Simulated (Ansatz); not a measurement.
Stationary points along a deformation path in TaN

Level of theory: DFT r2SCAN, scalar-relativistic, plane waves, PAW (Ansatz). Settings: plane waves to 500 eV, k-mesh 26×26×26 (Γ-centred), Gaussian smearing 0.15 eV. Spin–orbit coupling is left out, which can shift energies with elements as heavy as these. No spin polarisation. Energies are free energies at this smearing, counted from the undisturbed cell; pressure is positive in compression.

The undisturbed cell (relaxed at this level; with this scan's settings it stands at -0.1 GPa; this rock-salt form isn't the usual structure):

```
Ta N
1.0
     0.00000    2.19827    2.19827
     2.19827    0.00000    2.19827
     2.19827    2.19827    0.00000
Ta N
1 1
Direct
  0.50000 0.50000 0.50000
  0.00000 0.00000 0.00000
```

At fixed volume and fractional coordinates, lengths along (0.577, 0.577, 0.577) are scaled against those across it; ρ is that ratio over its starting value. V = 10.623 Å³/atom. Δσ is the stress along the axis less the mean stress across it (compression positive).

```
    ρ  ΔE (meV/atom)  Δσ (GPa) space group
0.500          468.4      0.00        Pm-3m
0.600          512.0      0.93         R-3m
0.710          382.7     33.29         R-3m
0.850           93.7     28.99         R-3m
1.000            0.0      0.00        Fm-3m
1.200           68.0    -16.62         R-3m
1.410          385.9    -82.45         R-3m
2.000         2957.2   -202.08         R-3m
```

**Question.** How does the stress give the slope of the energy, and where is the energy stationary?

**Answer.** Along the path d ln(length) is 2/3 d ln ρ on the axis and −1/3 d ln ρ across it, so dE/d ln ρ = −(2/3) V Δσ: the energy falls with ρ where Δσ is positive. Δσ vanishes or changes sign at ρ = 0.500 (Pm-3m, an end of the scan), at 468.4 meV/atom; between ρ = 0.500 and 0.600, at least one maximum (the energy rises over this step, yet the slope at ρ = 0.600 points the other way); at ρ = 1.000 (Fm-3m), a minimum at 0.0 meV/atom. Pairs of stationary points between two samples would go unseen, and could change a minimum read from distant neighbours into a maximum. At ρ = 0.500, 1.000 the cell is cubic, where symmetry alone makes the stress isotropic and the slope zero.

In a metal these slopes depend on the k mesh and the smearing.

Cost: 8 runs of about 5.6 core-minutes in all, on Intel Xeon Platinum 8488C (Sapphire Rapids) (shared hosts).